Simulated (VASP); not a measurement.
# SnO2 (I4_1/amd) in VASP: further runs

Aim: see how the results for SnO2 move with the level of theory and the settings. Levels: PBEsol, PBE. Tasks: single point, relaxation of cell and atoms.

All numbers are computed with VASP 6.6.1; they aren't measurements. Logs are shortened: lines on timing, memory, paths and dates and some standing lists are left out, and cuts for length are marked.

### 1 Starting point

Symmetry: I4_1/amd, No. 141, tetragonal system. The conventional cell has a = 4.000 Å, b = 4.000 Å, c = 10.247 Å, α = 90.00°, β = 90.00°, γ = 90.00°. Around Sn (site symmetry -4m2) lie 6 O at 2.06 to 2.09 Å. Around O (site symmetry 2mm) lie 3 Sn at 2.06 to 2.09 Å.

Measurements of this composition are mostly on another form, of space group No. 136.

### 2 Single point, PBEsol

The input, run.py:

```python
from ase.calculators.vasp import Vasp
from ase.dft.bandgap import bandgap
from ase.io import read

atoms = read('SnO2.xyz')
calc = Vasp(
    directory='calc',
    xc='pbesol',
    pp='PBE',
    setups='minimal',
    prec='Accurate',
    encut=500,
    ediff=1e-07,
    ismear=0,
    sigma=0.1,
    lreal=False,
    lasph=True,
    nelm=60,
    algo='Normal',
    isif=2,
    lwave=False,
    lcharg=True,
    lelf=True,
    lvhar=True,
    kpts=[9, 9, 9],
    gamma=True,
)
atoms.calc = calc

print('energy (eV):', atoms.get_potential_energy())
print('free energy (eV):', atoms.get_potential_energy(force_consistent=True))
print('forces (eV/A):')
print(atoms.get_forces())
print('stress (eV/A^3, Voigt):', atoms.get_stress())
print('Fermi level (eV):', calc.get_fermi_level())
gap, top, bottom = bandgap(calc)
print('band gap (eV):', gap, 'from (spin, k, band)', top, 'to', bottom)
```

The input, SnO2.xyz:

```xyz
6
Lattice="-2.0000686112 2.0000686112 5.1236788559 2.0000686112 -2.0000686112 5.1236788559 2.0000686112 2.0000686112 -5.1236788559" Properties=species:S:1:pos:R:3 pbc="T T T"
Sn     0.0000000000      0.0000000000      0.0000000000
Sn     0.0000000000      2.0000686112      2.5618394280
O      0.0000000000      2.0000686112      0.4767336214
O      0.0000000000      0.0000000000      2.0851058065
O      0.0000000000      2.0000686112      4.6469452345
O      0.0000000000      0.0000000000      8.1622519053
```

Potentials or basis: VASP PAW PBE potentials, release 64 (Sn, O).

The run is started by

```sh
> python run.py
```

Standard output:

```text
energy (eV): -39.45879782
free energy (eV): -39.45879782
forces (eV/A):
[[ 0.         0.        -0.       ]
 [ 0.         0.        -0.       ]
 [-0.         0.         0.0506893]
 [ 0.        -0.        -0.0506893]
 [-0.         0.        -0.0506893]
 [ 0.        -0.         0.0506893]]
stress (eV/A^3, Voigt): [-0.01107052 -0.01107052 -0.00397664 -0.         -0.         -0.        ]
Fermi level (eV): 2.67802838
band gap (eV): 1.5590000000000002 from (spin, k, band) (0, np.int64(36), np.int64(15)) to (0, np.int64(0), np.int64(16))
```

OUTCAR:

```text
ENCUT = 500.000000
   EDIFF = 1.00e-07
   GGA = PS
   PREC = Accurate
   ISIF = 2
   ISMEAR = 0
   NELM = 60
   LASPH = .TRUE.
   LREAL = .FALSE.

 ion  position               nearest neighbor table
   1  0.000  0.000  0.000-   3 2.06   5 2.06   3 2.06   5 2.06   4 2.09   6 2.09   2 3.25   2 3.25
                             2 3.25   2 3.25
   2  0.750  0.250  0.500-   6 2.06   6 2.06   4 2.06   4 2.06   5 2.09   3 2.09   1 3.25   1 3.25
                             1 3.25   1 3.25
   3  0.547  0.047  0.500-   1 2.06   1 2.06   2 2.09
   4  0.203  0.203  0.000-   2 2.06   2 2.06   1 2.09
   5  0.953  0.453  0.500-   1 2.06   1 2.06   2 2.09
   6  0.797  0.797  0.000-   2 2.06   2 2.06   1 2.09

  LATTYP: Found a body centered tetragonal cell.
 ALAT       =     4.0001372224
 C/A-ratio  =     2.5617515455

  Lattice vectors:

 A1 = (  -2.0000686112,   2.0000686112,   5.1236788559)
 A2 = (   2.0000686112,  -2.0000686112,   5.1236788559)
 A3 = (   2.0000686112,   2.0000686112,  -5.1236788559)

Analysis of symmetry for initial positions (statically):
=====================================================================
 Subroutine PRICEL returns:
 Original cell was already a primitive cell.

 Routine SETGRP: Setting up the symmetry group for a
 body centered tetragonal supercell.

 Subroutine GETGRP returns: Found 16 space group operations
 (whereof  8 operations were pure point group operations)
 out of a pool of 16 trial point group operations.

The static configuration has the point symmetry D_2d.
 The point group associated with its full space group is D_4h.

Analysis of symmetry for dynamics (positions and initial velocities):
=====================================================================
 Subroutine PRICEL returns:
 Original cell was already a primitive cell.

 Routine SETGRP: Setting up the symmetry group for a
 body centered tetragonal supercell.

 Subroutine GETGRP returns: Found 16 space group operations
 (whereof  8 operations were pure point group operations)
 out of a pool of 16 trial point group operations.

The dynamic configuration has the point symmetry D_2d.
 The point group associated with its full space group is D_4h.

 Subroutine INISYM returns: Found 16 space group operations
 (whereof  8 operations are pure point group operations),
 and found     1 'primitive' translations

----------------------------------------------------------------------------------------

                                     Primitive cell

  volume of cell :      81.9845

  direct lattice vectors                    reciprocal lattice vectors
    -2.000068611  2.000068611  5.123678856     0.000000000  0.249991424  0.097586132
     2.000068611 -2.000068611  5.123678856     0.249991424  0.000000000  0.097586132
     2.000068611  2.000068611 -5.123678856     0.249991424  0.249991424  0.000000000

  length of vectors
     5.852574982  5.852574982  5.852574982     0.268363122  0.268363122  0.353541262

  position of ions in fractional coordinates (direct lattice)
     0.000000000  0.000000000  0.000000000
     0.750000000  0.250000000  0.500000000
     0.546522590  0.046522590  0.500000000
     0.203477410  0.203477410  0.000000000
     0.953477410  0.453477410  0.500000000
     0.796522590  0.796522590  0.000000000
[... 41 lines left out ...]
  0.333333  0.000000 -0.000000      8.000000
  0.444444  0.000000  0.000000      8.000000
  0.111111  0.111111 -0.000000      8.000000
[... 16 lines left out ...]
 -0.333333  0.333333  0.000000      4.000000
  0.444444  0.444444  0.000000      8.000000
 [... further k-points ...]
   k-points           NKPTS =     75   k-points in BZ     NKDIM =     75   number of bands    NBANDS=     20
   number of dos      NEDOS =    301   number of ions     NIONS =      6
   total plane-waves  NPLWV = 110592
   dimension x,y,z NGX =    48 NGY =   48 NGZ =   48
   dimension x,y,z NGXF=    96 NGYF=   96 NGZF=   96
   ions per type =               2   4
   NGX,Y,Z   is equivalent  to a cutoff of  13.63, 13.63, 13.63 a.u.
   NGXF,Y,Z  is equivalent  to a cutoff of  27.27, 27.27, 27.27 a.u.
 SYSTEM =  unknown system
   PREC   = accura    normal or accurate (medium, high low for compatibility)
   ISTART =      0    job   : 0-new  1-cont  2-samecut
   ICHARG =      2    charge: 1-file 2-atom 10-const
   ISPIN  =      1    spin polarized calculation?
   LNONCOLLINEAR =      F non collinear calculations
   LSORBIT =      F    spin-orbit coupling
   LASPH  =      T    aspherical Exc in radial PAW
   ENCUT  =  500.0 eV  36.75 Ry    6.06 a.u.  10.67 10.67 10.67*2*pi/ulx,y,z
   NELM   =     60;   NELMIN=  2; NELMDL= -5     # of ELM steps
   EDIFF  = 0.1E-06   stopping-criterion for ELM
   LREAL  =      F    real-space projection
   EDIFFG = 0.1E-05   stopping-criterion for IOM
   NSW    =      0    number of steps for IOM
   IBRION =     -1    ionic relax: 0-MD 1-quasi-New 2-CG
   NFREE  =      0    steps in history (QN), initial steepest desc. (CG)
   ISIF   =      2    stress and relaxation
   ISYM   =      2    0-nonsym 1-usesym 2-fastsym
   POTIM  = 0.5000    time-step for ionic-motion
   TEBEG  =    0.0;   TEEND  =   0.0 temperature during run
   PSTRESS=    0.0 pullay stress
   NELECT =      32.0000    total number of electrons
   NUPDOWN=      -1.0000    fix difference up-down
   EMIN   =  10.00;   EMAX   =-10.00  energy-range for DOS
   EFERMI =   0.00;   METHOD = LEGACY
   ISMEAR =     0;   SIGMA  =   0.10  broadening in eV -4-tet -1-fermi 0-gaus
   EFERMI_NEDOS =   21; number of points for ismear=-14 and -15
   IALGO  =     38    algorithm
   IMIX   =      4    mixing-type and parameters
     AMIX     =   0.40;   BMIX     =  1.00
     AMIX_MAG =   1.60;   BMIX_MAG =  1.00
  volume/ion in A,a.u.               =      13.66        92.21
  Fermi-wavevector in a.u.,A,eV,Ry     =   1.196412  2.260892 19.475417  1.431403
  Thomas-Fermi vector in A             =   2.332353
   LORBIT       =      0    0 simple, 1 ext, 2 COOP (PROOUT), +10 PAW based schemes
   GGA     = PS    functional components
   LHFCALC =     F    Hartree Fock is set to
   AEXX    =    0.0000 exact exchange contribution
   IVDW    =     0    specifies the selected vdW correction
   LEPSILON=     F    determine dielectric tensor
   LRPA    =     F    only Hartree local field effects (RPA)
 non-spin polarized calculation
 Gauss-broadening in eV      SIGMA  =   0.10
  energy-cutoff  :      500.00
  volume of cell :       81.98
 maximum number of plane-waves:      2103
 NGX is ok and might be reduce to    48
   NGX = 21   NGY = 21   NGZ = 21

 number of electron      32.0000002 magnetization

 Free energy of the ion-electron system (eV)
  ---------------------------------------------------
  ext. energy  EPLUGINS =         0.00000000
  ---------------------------------------------------
  free energy    TOTEN  =       -39.45879782 eV

  energy without entropy =      -39.45879782  energy(sigma->0) =      -39.45879782

 E-fermi :   2.6780     XC(G=0): -10.4640

 val. band max:        2.2147928047   @ k =   0.4444   0.3333   0.1111
 cond. band min:       3.7738168585   @ k =   0.0000   0.0000   0.0000
 fundamental gap:      1.5590240538
 Fermi energy:         2.6780283758

 k-point     1 :       0.0000    0.0000    0.0000
  band No.  band energies     occupation
      1     -16.2173      2.00000
      2     -14.2557      2.00000
      3     -13.6302      2.00000
      4     -13.2154      2.00000
      5      -2.8059      2.00000
      6      -2.6435      2.00000
[... 541 lines left out ...]
     19       9.9916      0.00000
     20      10.0703      0.00000

 [... further k-points ...]

------------------------ aborting loop because EDIFF is reached ----------------------------------------

  FORCE on cell =-STRESS in cart. coord.  units (eV):
  Direction    XX          YY          ZZ          XY          YZ          ZX
  --------------------------------------------------------------------------------------
  -------------------------------------------------------------------------------------
  Total        0.9076104      0.9076104      0.3260227      0.0000000      0.0000000      0.0000000
  in kB       17.7369255     17.7369255      6.3712808      0.0000000      0.0000000      0.0000000
  external PRESSURE =      13.9483773 kB  Pullay stress =       0.0000000 kB

 VOLUME and BASIS-vectors are now :
 -----------------------------------------------------------------------------
  energy-cutoff  :      500.00
  volume of cell :       81.98
      direct lattice vectors                 reciprocal lattice vectors
    -2.000068611  2.000068611  5.123678856     0.000000000  0.249991424  0.097586132
     2.000068611 -2.000068611  5.123678856     0.249991424  0.000000000  0.097586132
     2.000068611  2.000068611 -5.123678856     0.249991424  0.249991424  0.000000000

 POSITION                                       TOTAL-FORCE (eV/Angst)
 -----------------------------------------------------------------------------------
      0.00000      0.00000      0.00000         0.000000      0.000000     -0.000000
      0.00000      2.00007      2.56184         0.000000      0.000000     -0.000000
      0.00000      2.00007      0.47673        -0.000000      0.000000      0.050689
      0.00000      0.00000      2.08511         0.000000     -0.000000     -0.050689
     -0.00000      2.00007      4.64695        -0.000000      0.000000     -0.050689
      0.00000      0.00000      8.16225         0.000000     -0.000000      0.050689
 -----------------------------------------------------------------------------------
    total drift:                               -0.000000     -0.000000      0.000000

  FREE ENERGIE OF THE ION-ELECTRON SYSTEM (eV)
  ---------------------------------------------------
  free  energy   TOTEN  =       -39.4587978211 eV

  energy  without entropy=      -39.4587978211  energy(sigma->0) =      -39.45879782
```

INCAR:

```text
ENCUT = 500.000000
SIGMA = 0.100000
EDIFF = 1.00e-07
ALGO = Normal
GGA = PS
PREC = Accurate
ISIF = 2
ISMEAR = 0
NELM = 60
LASPH = .TRUE.
LCHARG = .TRUE.
LELF = .TRUE.
LVHAR = .TRUE.
LWAVE = .FALSE.
LREAL = .FALSE.
```

It took 1.8 min on 1 thread of Intel Xeon 6975P-C (Granite Rapids), shared host; peak memory 0.37 GiB.

Results:

| Item | Value |
| --- | --- |
| Free energy | -39.4588 eV |
| Pressure | 1.4 GPa |
| Largest force | 0.051 eV/Å |
| Band gap on the k mesh | 1.56 eV, indirect (least direct gap 1.95 eV) |

Forces in eV/Å, atoms in the order of the input:
```
Sn   0.000  0.000  0.000
Sn   0.000  0.000  0.000
O    0.000  0.000  0.051
O    0.000  0.000 -0.051
O    0.000  0.000 -0.051
O    0.000  0.000  0.051
```

Stress tensor (GPa, compression positive):
```
1.77 0.00 0.00
0.00 1.77 0.00
0.00 0.00 0.64
```

Caveat: the PAW data sets were made with another functional, which shifts forces and pressure a little; spin-orbit coupling is left out, which moves the levels of the heavy elements; an odd mesh through Γ misses points on the zone boundary, where band edges often lie.

### 3 Relaxation of cell and atoms, PBE

The input, INCAR:

```
SYSTEM = SnO2
ALGO = Normal ; EDIFF = 1E-6
EDIFFG = -0.01 ; ENCUT = 600
GGA = PE ; IBRION = 2
ISIF = 3 ; ISMEAR = -1
LASPH = .True. ; LCHARG = .False.
LREAL = .False. ; LWAVE = .False.
NELM = 100 ; NSW = 40
PREC = Accurate ; SIGMA = 0.05
```

The input, KPOINTS:

```
k-points
0
Gamma
  9 9 9
  0 0 0
```

The input, POSCAR:

```
SnO2
1.0
   -2.0000686112      2.0000686112      5.1236788559
    2.0000686112     -2.0000686112      5.1236788559
    2.0000686112      2.0000686112     -5.1236788559
Sn O
2 4
Direct
    0.0000000000      0.0000000000      0.0000000000
    0.7500000000      0.2500000000      0.5000000000
    0.5465225900      0.0465225900      0.5000000000
    0.2034774100      0.2034774100      0.0000000000
    0.9534774100      0.4534774100      0.5000000000
    0.7965225900      0.7965225900      0.0000000000
```

Potentials or basis: VASP PAW PBE potentials, release 64 (Sn_d, O).

The run is started by

```sh
> cat potpaw_PBE.64/Sn_d/POTCAR potpaw_PBE.64/O/POTCAR > POTCAR
> mpirun -np 1 vasp_std > vasp.out
```

Wall time 20 min (1 thread of AMD EPYC 9R45 (Zen 5), shared host); peak memory 0.41 GiB.

Results (log left out):

```yaml
Free_energy: -36.9728 eV
Relaxed_volume: 14.22 Å³/atom
Relaxed_cell: a = 5.927 Å, b = 5.927 Å, c = 5.927 Å, α = 139.99°, β = 139.99°, γ = 57.87°
Space_group_after_relaxing_to_0.05_Å: I4_1/amd (No. 141)
Energy_gained_by_relaxing: 10.2 meV/atom
Ionic_steps: 8
Pressure_after_relaxing: 0.0 GPa
Largest_force_after_relaxing: 0.006 eV/Å
Band_gap_on_the_k_mesh: 1.28 eV, indirect (least direct gap 1.61 eV)
```

Forces in eV/Å, atoms in the order of the input:
```
Sn   0.000  0.000  0.000
Sn   0.000  0.000  0.000
O    0.000  0.000  0.006
O    0.000  0.000 -0.006
O    0.000  0.000 -0.006
O    0.000  0.000  0.006
```

Step by step:
```
step  energy change (eV)  largest force (eV/Å)  pressure (GPa)  volume (Å³)
   1              0.0000                0.0646            6.29        81.98
   2              0.0108                0.3783           -5.81        88.51
   3             -0.0569                0.1595            0.00        85.01
   4             -0.0606                0.0238            0.01        85.23
   5             -0.0606                0.0196           -0.02        85.24
   6             -0.0607                0.0140            0.05        85.22
   7             -0.0610                0.0033            0.17        85.19
   8             -0.0610                0.0058           -0.03        85.30
```

Final structure:
```cif
data_structure
_symmetry_space_group_name_H-M 'P 1'
_symmetry_Int_Tables_number 1
_cell_length_a 5.9267
_cell_length_b 5.9267
_cell_length_c 5.9267
_cell_angle_alpha 139.987
_cell_angle_beta 139.987
_cell_angle_gamma 57.872
_cell_volume 85.30
loop_
_atom_site_label
_atom_site_type_symbol
_atom_site_fract_x
_atom_site_fract_y
_atom_site_fract_z
_atom_site_occupancy
Sn1 Sn 0.00000 0.00000 0.00000 1
Sn2 Sn 0.75000 0.25000 0.50000 1
O1 O 0.54751 0.04751 0.50000 1
O2 O 0.20249 0.20249 0.00000 1
O3 O 0.95249 0.45249 0.50000 1
O4 O 0.79751 0.79751 0.00000 1
```

Levels at points of the mesh, in eV from the valence-band top:
```
           k point  band 24  band 25  band 26  band 27  band 28  band 29
(0.00, 0.00, 0.00)    -0.63    -0.34    -0.34     1.28     5.23     9.27
```

Caveat: spin-orbit coupling is left out, which moves the levels of the heavy elements; an odd mesh through Γ misses points on the zone boundary, where band edges often lie.

### 4 The reference run

An earlier run on the cell as given: functional PBE; potentials or basis VASP PAW PBE potentials, release 64 (Sn_d, O); cutoff 520 eV; k mesh 9 × 9 × 9; occupations fermi-dirac, width 0.05 eV; no spin polarisation.

* Pressure: 6.5 GPa
* Largest force: 0.066 eV/Å
* Band gap on the k mesh: 1.64 eV, indirect (least direct gap 2.02 eV)

### 5 The runs side by side

```tsv
task	level	potentials or basis	cell	cutoff (eV)	smearing	gap on the mesh (eV)	pressure (GPa)	largest force (eV/Å)
single point	PBEsol	VASP PAW PBE potentials, release 64 (Sn, O)	as given	500	gaussian 0.1 eV	1.56	1.4	0.05
relaxation of cell and atoms	PBE	VASP PAW PBE potentials, release 64 (Sn_d, O)	relaxed	600	fermi-dirac 0.05 eV	1.28	0.0	0.01
single point	PBE	VASP PAW PBE potentials, release 64 (Sn_d, O)	as given	520	fermi-dirac 0.05 eV	1.64	6.5	0.07
```

Alike in all rows: no spin polarisation; k mesh 9 × 9 × 9.

Caveats: spin-orbit coupling is left out, which moves the levels of the heavy elements; an odd mesh through Γ misses points on the zone boundary, where band edges often lie; the PAW data sets were made with another functional, which shifts forces and pressure a little (some runs).

Total energies depend on the potentials used, so only differences within one code and one set of settings carry meaning.
